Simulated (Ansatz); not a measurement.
# Nickel, diamond under LDA: ground state and equation of state

What does LDA give for nickel in the diamond structure? We relax it, solve it on a dense k-mesh, switch on spin-orbit coupling, then scale the cell to 7 volumes from 88 to 112 % of the relaxed one and try a fit of the equation of state. The start is ferromagnetic. The k-meshes are 11×11×11 for the relaxation; 18×18×18 for the dense run; 11×11×11 for spin-orbit coupling; 12×12×12 for the volumes.

This is Ni in the diamond structure; at room conditions it is fcc.

Method: DFT LDA (PW92), plane waves (420 eV) with PAW, scalar-relativistic; PAW files made under PBE, frozen cores solved again for the functional, in Ansatz 0.2.0.

### 1 The structure to begin with

It takes space group Fd-3m (No. 227, cubic). The conventional cell has a = 4.907 Å, b = 4.907 Å, c = 4.907 Å, α = 90.00°, β = 90.00°, γ = 90.00°. Ni (site symmetry -43m) is surrounded by 4 Ni at 2.12 Å.

Coordinates:

```
CELL_PARAMETERS angstrom
0.00000 2.45346 2.45346
2.45346 0.00000 2.45346
2.45346 2.45346 0.00000
ATOMIC_POSITIONS crystal
Ni 0.12500 0.12500 0.12500
Ni 0.87500 0.87500 0.87500
```

The atoms start with moments of +0.8 ×2 μB.

### 2 Relaxing cell and atoms

Contents of input.yaml:

```yaml
crystal:
  lattice:
    - [0.0, 2.4534603088, 2.4534603088]
    - [2.4534603088, 0.0, 2.4534603088]
    - [2.4534603088, 2.4534603088, 0.0]
  atoms:
    - { symbol: Ni, position: [0.125, 0.125, 0.125], spin: 0.8 }
    - { symbol: Ni, position: [0.875, 0.875, 0.875], spin: 0.8 }
hamiltonian:
  xc: lda
  pseudopotentials:
    kind: paw
    azcp:
      Ni: "pseudopotentials/Ni.paw.azcp"
basis:
  ecutwfc: 420
  fft_grid_basis: typed
kpoints:
  mp_grid: { grid: [11, 11, 11], shift: [0, 0, 0] }
magnetization:
  spin_polarized: true
scf:
  occupations: { method: fermi_dirac, width: 0.05 }
relax:
  max_steps: 60
  f_tol: 0.01
  cell: {}
```

Run with:

```
$ ansatz run input.yaml --threads 2 --pin off --max-ram 5120MiB --backend cpu --events-out ev --progress --plain --runs-dir out
```

Log:

```text
Warning: <dir> the record states the generating functional pbe (its physics header spells it `PBE`), which answers neither for hamiltonian.xc's functional nor for the lda family's — results may be inconsistent (PPs are generated against a specific XC)
Warning: RAYON_NUM_THREADS=2 ignored (pool sized by the plan → 2); use --threads N
Engine: ansatz 0.2.0, x86_64-unknown-linux-gnu
Pseudopotentials: kind: paw
Pseudopotential: Ni, paw, valence charge 18, recommended cutoff 420 eV (normal), <dir>
Functional definition: SPW92
  exchange = slater_x
  correlation = pw_c
Crystal: 2 atoms, lattice volume = 29.537 Å³
Basis set: ecut = 420 eV, 561 PW (Γ)
Bands: 23, of which v1, the nominal top of the filled ones, is band 18 counted from 1 (17 counted from 0)
Symmetry: 48 space group operations
Space group: Fd-3m (ITA 227), of the structure as read, at distance tolerance 3.1e-5 Å
Magnetic group: BNS 227.128 (UNI 1630), of the structure as read, at distance tolerance 3.1e-5 Å
k-points: 56 of 1331
Non-local potential: Ni, projectors of the file, l = 0: 3, l = 1: 2, l = 2: 3, l = 3: 1
PAW form: soft (Blöchl's): semilocal exchange-correlation on the pseudo side does not see the compensation charge
PAW frozen core: Ni, regenerated for the run's functional, and the local potential with it (the file was generated under x = pbe(κ = 0.804, μ = 0.2195149727645171), c = pbe(β = 0.06672455060314922))
PAW one-centre angular grid: Ni, 590 points (default); XC on 64 Gauss nodes
Initial density: superposition of atomic densities (chi_scale 0.1, normalization cell)
Starting moments: Σ|m| = 1.6 μB on 2 of 2 sites
Initial wavefunctions: pseudopotential atomic-orbital guess
Functional: x = slater, c = lda
iter 1 solved again at ethr=1.22e-3 eV; its pass at ethr=3.10e-3 eV (dr2=4.41e-1 eV) is discarded
SCF iter   1: F=—  HF=-11541.509855 eV  |F-HF|=—  |Δ(HF+E_count)|=         —  Δρ=5.20e-2 (↑1.55e-2 ↓5.20e-2)  dr2=4.46e-1  dr2_m=1.81e-1  M=1.719 μB ∫|m|=1.782 μB  β_m=0.30  ethr=1.22e-3  ⟨swp⟩=1.0  Hψ=13466  notcnv=0
Mixer restart at iter 1: flushing history
preconditioner: auto → Kerker (q_TF=auto, 2.820 Å⁻¹)  [metal: Δε(μ)=0.004 eV  Ē_g=7.490 eV  σ=0.050 eV  W_gap=0.02  n_scr=14 (ndim 8)  ℏωp=30.6 eV  f_vac=0.000  D(μ)=2.63/eV (n_scr^D=26)]
spin=Collinear: Kerker preconditioning applied to the charge; magnetization (m = ρ↑ − ρ↓) channel mixes plain (no charge-response kernel on spin).
SCF iter   2: F=—  HF=-11541.937142 eV  |F-HF|=—  |Δ(HF+E_count)|=   4.27e-1  Δρ=3.13e-2 (↑3.13e-2 ↓1.58e-2)  dr2=2.92e-1  dr2_m=9.18e-2  M=1.693 μB ∫|m|=1.776 μB  β_m=0.35  ethr=1.22e-3  ⟨swp⟩=2.1  Hψ=4158  notcnv=0
SCF iter   3: F=—  HF=-11542.815623 eV  |F-HF|=—  |Δ(HF+E_count)|=         —  Δρ=2.72e-2 (↑2.72e-2 ↓1.12e-2)  dr2=2.97e-1  dr2_m=5.01e-2  M=1.692 μB ∫|m|=1.791 μB  β_m=0.35  ethr=8.10e-4  ⟨swp⟩=2.2  Hψ=3843  notcnv=0
Mixer restart at iter 3: flushing history
SCF iter   4: F=—  HF=-11543.393865 eV  |F-HF|=—  |Δ(HF+E_count)|=   5.78e-1  Δρ=1.89e-2 (↑1.89e-2 ↓9.94e-3)  dr2=2.49e-1  dr2_m=1.32e-2  M=1.660 μB ∫|m|=1.762 μB  β_m=0.68  ethr=8.10e-4  ⟨swp⟩=2.3  Hψ=3516  notcnv=0
SCF iter   5: F=—  HF=-11544.016340 eV  |F-HF|=—  |Δ(HF+E_count)|=   6.22e-1  Δρ=1.01e-2 (↑5.54e-3 ↓1.01e-2)  dr2=6.24e-2  dr2_m=9.17e-3  M=1.544 μB ∫|m|=1.653 μB  β_m=0.84  ethr=6.90e-4  ⟨swp⟩=3.0  Hψ=5083  notcnv=0
SCF iter   6: F=—  HF=-11544.004841 eV  |F-HF|=—  |Δ(HF+E_count)|=   1.15e-2  Δρ=1.05e-2 (↑4.63e-3 ↓1.05e-2)  dr2=2.78e-2  dr2_m=3.09e-3  M=1.580 μB ∫|m|=1.688 μB  β_m=0.83  ethr=1.73e-4  ⟨swp⟩=2.6  Hψ=4554  notcnv=0  defer=2
SCF iter   7: F=—  HF=-11544.001484 eV  |F-HF|=—  |Δ(HF+E_count)|=   3.36e-3  Δρ=3.63e-3 (↑3.63e-3 ↓2.90e-3)  dr2=1.11e-2  dr2_m=4.40e-5  M=1.564 μB ∫|m|=1.670 μB  β_m=0.74  ethr=7.73e-5  ⟨swp⟩=2.5  Hψ=5077  notcnv=0  defer=2
SCF iter   8: F=—  HF=-11543.998257 eV  |F-HF|=—  |Δ(HF+E_count)|=   3.23e-3  Δρ=1.99e-3 (↑7.25e-4 ↓1.99e-3)  dr2=8.20e-4  dr2_m=2.95e-4  M=1.581 μB ∫|m|=1.689 μB  β_m=0.87  ethr=3.08e-5  ⟨swp⟩=2.0  Hψ=4133  notcnv=0  defer=2
SCF iter   9: F=—  HF=-11543.998004 eV  |F-HF|=—  |Δ(HF+E_count)|=   2.53e-4  Δρ=7.75e-4 (↑3.83e-4 ↓7.75e-4)  dr2=2.28e-4  dr2_m=2.46e-5  M=1.581 μB ∫|m|=1.689 μB  β_m=0.94  ethr=2.28e-6  ⟨swp⟩=1.0  Hψ=2632  notcnv=0  defer=2
SCF iter  10: F=—  HF=-11543.997948 eV  |F-HF|=—  |Δ(HF+E_count)|=   5.55e-5  Δρ=3.62e-4 (↑1.92e-4 ↓3.62e-4)  dr2=9.52e-5  dr2_m=2.59e-6  M=1.580 μB ∫|m|=1.689 μB  β_m=0.97  ethr=6.33e-7  ⟨swp⟩=1.3  Hψ=2814  notcnv=0  defer=2
SCF iter  11: F=—  HF=-11543.997933 eV  |F-HF|=—  |Δ(HF+E_count)|=   1.55e-5  Δρ=8.14e-5 (↑4.75e-5 ↓8.14e-5)  dr2=5.72e-6  dr2_m=1.21e-7  M=1.580 μB ∫|m|=1.690 μB  β_m=0.98  ethr=2.64e-7  ⟨swp⟩=2.4  Hψ=3503  notcnv=0  defer=2
SCF iter  12: F=—  HF=-11543.997932 eV  |F-HF|=—  |Δ(HF+E_count)|=   7.35e-7  Δρ=2.09e-5 (↑1.03e-5 ↓2.09e-5)  dr2=2.78e-7  dr2_m=1.01e-8  M=1.580 μB ∫|m|=1.690 μB  β_m=0.99  ethr=1.59e-8  ⟨swp⟩=2.2  Hψ=3455  notcnv=0  defer=2
SCF iter  13: F=—  HF=-11543.997932 eV  |F-HF|=—  |Δ(HF+E_count)|=   3.88e-8  Δρ=9.18e-7 (↑7.08e-7 ↓9.18e-7)  dr2=9.74e-10  dr2_m=6.40e-12  M=1.580 μB ∫|m|=1.690 μB  β_m=1.00  ethr=7.73e-10  ⟨swp⟩=2.0  Hψ=3570  notcnv=0  defer=2
SCF iter  14: F=-11543.997932 eV  HF=-11543.997932 eV  |F-HF|=4.55e-11  |Δ(HF+E_count)|=  1.71e-10  Δρ=4.80e-7 (↑1.41e-7 ↓4.80e-7)  dr2=7.01e-11  dr2_m=9.01e-12  M=1.580 μB ∫|m|=1.690 μB  ethr=2.71e-12  ⟨swp⟩=1.5  Hψ=7672  notcnv=0
SCF 1 converged in 14 iterations: F = -11543.997932 eV  dr2 = 7.01e-11
relax step   1: F+E_penalty+E_count = -11543.99793193 eV  Δ(F+E_penalty+E_count) = +0.000e0 eV  max|allowed force component| = 1.388e-17 eV/Å  Δτ_max = 0.0000 Å  P = +2.591 GPa  Ω = 29.537 Å³  (14 SCF iters, dr2 threshold 1.00e-7 eV, accepted)
Crystal: 2 atoms, lattice volume = 29.870 Å³
Initial density: handed on by an earlier stage of this run
Starting moments: Σ|m| = 1.6 μB on 2 of 2 sites; this step starts from the density that it was given
Initial wavefunctions: those handed on with the density
iter 1 solved again at ethr=2.75e-6 eV; its pass at ethr=3.10e-3 eV (dr2=9.89e-4 eV) is discarded
SCF iter   1: F=—  HF=-11544.001495 eV  |F-HF|=—  |Δ(HF+E_count)|=         —  Δρ=1.64e-3 (↑6.23e-4 ↓1.64e-3)  dr2=8.10e-4  dr2_m=8.05e-5  M=1.575 μB ∫|m|=1.686 μB  β_m=0.65  ethr=2.75e-6  ⟨swp⟩=2.0  Hψ=12695  notcnv=0
preconditioner: auto → none  [metal: Δε(μ)=0.005 eV  Ē_g=8.102 eV  σ=0.050 eV  W_gap=0.02  n_scr=0 (ndim 8)  ℏωp=30.4 eV  f_vac=0.022  D(μ)=3.28/eV (n_scr^D=58)]
SCF iter   2: F=—  HF=-11544.001874 eV  |F-HF|=—  |Δ(HF+E_count)|=   3.79e-4  Δρ=1.86e-3 (↑1.67e-3 ↓1.86e-3)  dr2=2.10e-3  dr2_m=3.67e-6  M=1.580 μB ∫|m|=1.691 μB  β_m=0.27  ethr=2.25e-6  ⟨swp⟩=2.0  Hψ=5003  notcnv=0  recentre
SCF iter   3: F=—  HF=-11544.001275 eV  |F-HF|=—  |Δ(HF+E_count)|=   6.00e-4  Δρ=2.93e-4 (↑1.66e-4 ↓2.93e-4)  dr2=1.61e-5  dr2_m=9.55e-6  M=1.578 μB ∫|m|=1.688 μB  β_m=0.46  ethr=2.25e-6  ⟨swp⟩=3.0  Hψ=5060  notcnv=0
SCF iter   4: F=—  HF=-11544.001446 eV  |F-HF|=—  |Δ(HF+E_count)|=   1.71e-4  Δρ=1.92e-4 (↑6.81e-5 ↓1.92e-4)  dr2=1.47e-5  dr2_m=1.33e-6  M=1.580 μB ∫|m|=1.690 μB  β_m=0.73  ethr=4.48e-8  ⟨swp⟩=2.0  Hψ=3726  notcnv=0
SCF iter   5: F=—  HF=-11544.001537 eV  |F-HF|=—  |Δ(HF+E_count)|=   9.16e-5  Δρ=2.21e-4 (↑5.14e-5 ↓2.21e-4)  dr2=1.39e-5  dr2_m=2.24e-6  M=1.581 μB ∫|m|=1.692 μB  β_m=0.87  ethr=4.09e-8  ⟨swp⟩=2.0  Hψ=3703  notcnv=0
SCF iter   6: F=—  HF=-11544.001579 eV  |F-HF|=—  |Δ(HF+E_count)|=   4.16e-5  Δρ=3.93e-5 (↑1.28e-5 ↓3.93e-5)  dr2=2.00e-7  dr2_m=1.78e-7  M=1.582 μB ∫|m|=1.693 μB  β_m=0.93  ethr=3.86e-8  ⟨swp⟩=2.5  Hψ=4905  notcnv=0
SCF iter   7: F=—  HF=-11544.001580 eV  |F-HF|=—  |Δ(HF+E_count)|=   1.14e-6  Δρ=1.54e-5 (↑8.23e-6 ↓1.54e-5)  dr2=1.06e-7  dr2_m=4.18e-9  M=1.583 μB ∫|m|=1.694 μB  β_m=0.97  ethr=5.54e-10  ⟨swp⟩=2.1  Hψ=4713  notcnv=0
SCF iter   8: F=-11544.001580 eV  HF=-11544.001580 eV  |F-HF|=2.91e-8  |Δ(HF+E_count)|=   1.48e-7  Δρ=9.42e-6 (↑4.08e-6 ↓9.42e-6)  dr2=3.44e-8  dr2_m=2.17e-9  M=1.583 μB ∫|m|=1.694 μB  ethr=2.93e-10  ⟨swp⟩=2.5  Hψ=8780  notcnv=0
SCF 2 converged in 8 iterations: F = -11544.001580 eV  dr2 = 3.44e-8
relax step   2: F+E_penalty+E_count = -11544.00158030 eV  Δ(F+E_penalty+E_count) = -3.648e-3 eV  max|allowed force component| = 9.252e-17 eV/Å  Δτ_max = 0.0000 Å  P = +1.133 GPa  Ω = 29.870 Å³  energy of the carried Pulay correction = -2.104e-4 eV  (8 SCF iters, dr2 threshold 2.00e-7 eV, accepted)
Crystal: 2 atoms, lattice volume = 30.135 Å³
Basis set: ecut = 420 eV, 609 PW (Γ)
iter 1 solved again at ethr=1.79e-6 eV; its pass at ethr=3.10e-3 eV (dr2=6.43e-4 eV) is discarded
SCF iter   1: F=—  HF=-11544.002336 eV  |F-HF|=—  |Δ(HF+E_count)|=         —  Δρ=1.27e-3 (↑4.84e-4 ↓1.27e-3)  dr2=4.91e-4  dr2_m=4.86e-5  M=1.579 μB ∫|m|=1.691 μB  β_m=0.65  ethr=1.79e-6  ⟨swp⟩=2.0  Hψ=12708  notcnv=0
preconditioner: auto → none  [metal: Δε(μ)=0.004 eV  Ē_g=8.043 eV  σ=0.050 eV  W_gap=0.02  n_scr=0 (ndim 8)  ℏωp=30.3 eV  f_vac=0.023  D(μ)=3.30/eV (n_scr^D=58)]
SCF iter   2: F=—  HF=-11544.002555 eV  |F-HF|=—  |Δ(HF+E_count)|=   2.19e-4  Δρ=1.43e-3 (↑1.29e-3 ↓1.43e-3)  dr2=1.26e-3  dr2_m=1.96e-6  M=1.582 μB ∫|m|=1.695 μB  β_m=0.27  ethr=1.36e-6  ⟨swp⟩=2.0  Hψ=4603  notcnv=0  recentre
SCF iter   3: F=—  HF=-11544.002198 eV  |F-HF|=—  |Δ(HF+E_count)|=   3.57e-4  Δρ=2.32e-4 (↑1.29e-4 ↓2.32e-4)  dr2=1.01e-5  dr2_m=5.98e-6  M=1.581 μB ∫|m|=1.693 μB  β_m=0.46  ethr=1.36e-6  ⟨swp⟩=3.0  Hψ=5157  notcnv=0
SCF iter   4: F=—  HF=-11544.002297 eV  |F-HF|=—  |Δ(HF+E_count)|=   9.87e-5  Δρ=1.43e-4 (↑5.23e-5 ↓1.43e-4)  dr2=8.47e-6  dr2_m=7.27e-7  M=1.582 μB ∫|m|=1.694 μB  β_m=0.73  ethr=2.81e-8  ⟨swp⟩=2.0  Hψ=3726  notcnv=0
SCF iter   5: F=—  HF=-11544.002349 eV  |F-HF|=—  |Δ(HF+E_count)|=   5.24e-5  Δρ=1.66e-4 (↑3.90e-5 ↓1.66e-4)  dr2=8.00e-6  dr2_m=1.26e-6  M=1.583 μB ∫|m|=1.695 μB  β_m=0.80  ethr=2.35e-8  ⟨swp⟩=2.0  Hψ=3703  notcnv=0
SCF iter   6: F=—  HF=-11544.002373 eV  |F-HF|=—  |Δ(HF+E_count)|=   2.43e-5  Δρ=2.01e-5 (↑1.46e-5 ↓2.01e-5)  dr2=3.09e-8  dr2_m=7.93e-8  M=1.584 μB ∫|m|=1.696 μB  β_m=0.93  ethr=2.22e-8  ⟨swp⟩=2.5  Hψ=4915  notcnv=0
SCF iter   7: F=—  HF=-11544.002374 eV  |F-HF|=—  |Δ(HF+E_count)|=   9.47e-7  Δρ=1.21e-5 (↑4.61e-6 ↓1.21e-5)  dr2=5.20e-8  dr2_m=4.45e-9  M=1.585 μB ∫|m|=1.697 μB  β_m=0.97  ethr=8.58e-11  ⟨swp⟩=3.1  Hψ=5631  notcnv=0
SCF iter   8: F=-11544.002374 eV  HF=-11544.002374 eV  |F-HF|=1.37e-8  |Δ(HF+E_count)|=   6.45e-8  Δρ=6.61e-6 (↑2.63e-6 ↓6.61e-6)  dr2=1.64e-8  dr2_m=1.21e-9  M=1.584 μB ∫|m|=1.697 μB  ethr=8.58e-11  ⟨swp⟩=1.9  Hψ=8865  notcnv=0
SCF 3 converged in 8 iterations: F = -11544.002374 eV  dr2 = 1.64e-8
relax step   3: F+E_penalty+E_count = -11544.00237421 eV  Δ(F+E_penalty+E_count) = -7.939e-4 eV  max|allowed force component| = 1.203e-16 eV/Å  Δτ_max = 0.0000 Å  P = +0.039 GPa  Ω = 30.135 Å³  energy of the carried Pulay correction = -3.756e-4 eV  (8 SCF iters, dr2 threshold 2.00e-7 eV, accepted)
Initial wavefunctions: pseudopotential atomic-orbital guess (no wavefunctions were taken with the density)
iter 1 solved again at ethr=3.84e-8 eV; its pass at ethr=3.10e-3 eV (dr2=1.38e-5 eV) is discarded
SCF iter   1: F=—  HF=-11544.002703 eV  |F-HF|=—  |Δ(HF+E_count)|=         —  Δρ=2.97e-4 (↑2.97e-4 ↓2.85e-4)  dr2=5.77e-6  dr2_m=3.94e-7  M=1.585 μB ∫|m|=1.697 μB  β_m=0.65  ethr=3.84e-8  ⟨swp⟩=3.0  Hψ=17949  notcnv=0
preconditioner: auto → none  [metal: Δε(μ)=0.005 eV  Ē_g=8.031 eV  σ=0.050 eV  W_gap=0.03  n_scr=0 (ndim 8)  ℏωp=30.3 eV  f_vac=0.022  D(μ)=3.28/eV (n_scr^D=58)]
SCF iter   2: F=—  HF=-11544.002765 eV  |F-HF|=—  |Δ(HF+E_count)|=   6.25e-5  Δρ=1.25e-4 (↑1.25e-4 ↓1.19e-4)  dr2=4.13e-6  dr2_m=1.18e-8  M=1.585 μB ∫|m|=1.697 μB  β_m=0.40  ethr=1.60e-8  ⟨swp⟩=2.0  Hψ=3682  notcnv=0
SCF iter   3: F=—  HF=-11544.002765 eV  |F-HF|=—  |Δ(HF+E_count)|=   1.21e-7  Δρ=1.02e-4 (↑1.02e-4 ↓9.73e-5)  dr2=9.21e-7  dr2_m=2.26e-8  M=1.585 μB ∫|m|=1.697 μB  β_m=0.40  ethr=1.15e-8  ⟨swp⟩=2.5  Hψ=4551  notcnv=0
SCF iter   4: F=—  HF=-11544.002772 eV  |F-HF|=—  |Δ(HF+E_count)|=   6.68e-6  Δρ=4.21e-5 (↑4.21e-5 ↓3.72e-5)  dr2=5.15e-8  dr2_m=2.72e-9  M=1.585 μB ∫|m|=1.697 μB  β_m=0.70  ethr=2.56e-9  ⟨swp⟩=1.0  Hψ=2576  notcnv=0
SCF iter   5: F=—  HF=-11544.002774 eV  |F-HF|=—  |Δ(HF+E_count)|=   1.77e-6  Δρ=1.19e-5 (↑1.19e-5 ↓1.18e-5)  dr2=8.51e-9  dr2_m=4.95e-9  M=1.585 μB ∫|m|=1.697 μB  β_m=0.85  ethr=1.43e-10  ⟨swp⟩=2.0  Hψ=3721  notcnv=0
SCF iter   6: F=—  HF=-11544.002774 eV  |F-HF|=—  |Δ(HF+E_count)|=   2.27e-7  Δρ=8.32e-6 (↑4.50e-6 ↓8.32e-6)  dr2=2.16e-8  dr2_m=1.62e-9  M=1.584 μB ∫|m|=1.697 μB  β_m=0.77  ethr=2.37e-11  ⟨swp⟩=2.8  Hψ=5146  notcnv=0
SCF iter   7: F=—  HF=-11544.002774 eV  |F-HF|=—  |Δ(HF+E_count)|=   4.82e-9  Δρ=4.70e-6 (↑2.50e-6 ↓4.70e-6)  dr2=6.88e-9  dr2_m=5.30e-10  M=1.584 μB ∫|m|=1.697 μB  β_m=0.89  ethr=2.37e-11  ⟨swp⟩=2.0  Hψ=3587  notcnv=0
SCF iter   8: F=—  HF=-11544.002774 eV  |F-HF|=—  |Δ(HF+E_count)|=   2.13e-9  Δρ=1.43e-6 (↑7.35e-7 ↓1.43e-6)  dr2=6.55e-10  dr2_m=4.91e-11  M=1.584 μB ∫|m|=1.697 μB  β_m=0.94  ethr=1.91e-11  ⟨swp⟩=2.0  Hψ=3592  notcnv=0
SCF iter   9: F=—  HF=-11544.002774 eV  |F-HF|=—  |Δ(HF+E_count)|=  1.64e-10  Δρ=1.60e-7 (↑8.19e-8 ↓1.60e-7)  dr2=6.42e-12  dr2_m=8.15e-13  M=1.584 μB ∫|m|=1.697 μB  β_m=0.84  ethr=1.82e-12  ⟨swp⟩=2.0  Hψ=3633  notcnv=0
SCF iter  10: F=-11544.002774 eV  HF=-11544.002774 eV  |F-HF|=3.64e-12  |Δ(HF+E_count)|=  7.28e-12  Δρ=9.86e-8 (↑3.71e-8 ↓9.86e-8)  dr2=3.56e-12  dr2_m=2.86e-13  M=1.584 μB ∫|m|=1.697 μB  ethr=1.00e-12  ⟨swp⟩=3.9  Hψ=10677  notcnv=0
SCF 4 converged in 10 iterations: F = -11544.002774 eV  dr2 = 3.56e-12
relax step   4: F+E_penalty+E_count = -11544.00277416 eV  Δ(F+E_penalty+E_count) = -3.999e-4 eV  max|allowed force component| = 1.480e-16 eV/Å  Δτ_max = 0.0000 Å  P = +0.046 GPa  Ω = 30.135 Å³  stress off target by 4.56e-2 GPa  SCF on the basis re-selected at this cell (its energy is not comparable with the rows above)  (10 SCF iters)
basis re-selected at this cell: Δ(F+E_penalty+E_count) = -3.999e-4 eV, ΔP = +0.007 GPa vs the last step (what re-selecting the basis moved, of the pressure what is left beyond the Pulay correction that the steps carried, after the strain that the cell walked since its last selection, with what the two solves' SCF thresholds leave and, on support functions, any second-order correction that the steps lacked; it is no measure of the basis error at this ecutwfc). This SCF's stress stands 4.56e-2 GPa from its target on what of the cell is left free (relax.cell.stress_tol is 5.00e-2 GPa) and its largest allowed force component is 1.48e-16 eV/Å (relax.f_tol is 1.00e-2 eV/Å): within both
SCF converged after 10 iterations
Magnetization: 1.5845 μB (18.7922 up, 17.2078 down)
Absolute magnetization: 1.6980 μB (∫|ρ↑−ρ↓|, with the PAW one-centre terms)
Spin contamination: 0.0132 ħ² per cell (⟨S²⟩ above its minimum at these occupations)
Per-site moments (μB) at R_I (Å): [(0.8082832228841278, 0.8823382871432847), (0.8082832228841276, 0.8823382871432847)]
Free energy (F): -11544.002774 eV
Harris-Foulkes:  -11544.002774 eV  (|F-HF|=3.64e-12)
Internal energy: -11543.976054 eV  (E = F + TS)
E sigma→0 (E₀):  -11543.989414 eV
Entropy (-TS):   -0.026720 eV (-13.360 meV/atom)
Fermi energy:    11.530452 eV
--- Per-component energies (eV) ---
  E_band       = -803.992372
  E_kinetic    = 566.405577
  E_local      = -8639.463515  (includes V_loc(G=0)·N_el)
  E_nonlocal   = 1282.359847
  E_hartree    = 3629.911977
  E_xc         = -166.595672
  E_vxc        = -215.623407  (∫ρ·V_xc dr)
  E_paw        = -3129.816414  (= ΣΔE_a)
  E_vpaw       = -1057.495471  (= ΣTr[D̂ρ^β])
  E_aug_tail   = 0.000872  (compensation charges beyond the density's cutoff)
  E_ewald      = -5087.646966
  E_core_change = 0.868241  (= ΣΔE_core)
  E_smearing   = -0.026720  (= −TS)
  E_closure    = -0.000000  (closes the sum)
  Σ components = -11544.002774   (vs F -11544.002774, Δ=0.00e0)
--- Forces (eV/Å), atoms counted from 1 ---
  atom   1  Ni    -0.00000000     0.00000000     0.00000000
  atom   2  Ni     0.00000000    -0.00000000    -0.00000000
  max |Σ_I F_I| component: 1.85e-17 eV/Å
--- Stress (GPa, compression-positive) ---
        0.045564       0.000000       0.000000
        0.000000       0.045564       0.000000
        0.000000       0.000000       0.045564
  P = ⅓ Tr σ = 0.0456 GPa (0.456 kbar)
--- Relaxed structure (3 steps of the walk, 3 accepted, 1 SCFs on fresh bases) ---
  F+E_penalty+E_count = -11544.00277416 eV   max|allowed force component| = 1.480e-16 eV/Å   (the final SCF, on the basis selected at the relaxed cell)
  cell:  # Å, volume = 30.1350 Å³
    - [2.4203017156254052e-34, 2.4699066550229762, 2.4699066550229762]
    - [2.4699066550229762, -4.331066227961251e-34, 2.4699066550229762]
    - [2.4699066550229762, 2.4699066550229762, -7.006136545231436e-34]
  atoms:
    - { symbol: Ni, position: [0.125, 0.125, 0.125] }
    - { symbol: Ni, position: [0.8750000000000001, 0.8750000000000001, 0.8750000000000001] }
```

Wall time 6.3 s (2 threads of Intel Xeon 6975P-C (Granite Rapids), shared host); peak memory 0.39 GiB.

Step by step:

| step | energy change (meV/atom) | largest force (eV/Å) | pressure (GPa) | volume (Å³/atom) |
| --- | --- | --- | --- | --- |
| 1 | 0.00 | 0.0000 | 2.59 | 14.769 |
| 2 | -1.82 | 0.0000 | 1.13 | 14.935 |
| 3 | -2.22 | 0.0000 | 0.04 | 15.068 |
| 4 | -2.42 | 0.0000 | 0.05 | 15.068 |

Steps that repeat a cell are solved on a basis chosen anew, so their changes of energy are no gain of the relaxation.

Changes in the cell that was computed:

|  | before | after | change |
| --- | --- | --- | --- |
| a (Å) | 3.470 | 3.493 | +0.7 % |
| b (Å) | 3.470 | 3.493 | +0.7 % |
| c (Å) | 3.470 | 3.493 | +0.7 % |
| volume (Å³/atom) | 14.769 | 15.068 | +2.0 % |
| shortest distance (Å) | 2.125 | 2.139 | +0.7 % |
| space group (spins left aside) | Fd-3m | Fd-3m | same |

[end of part 1 of 3]
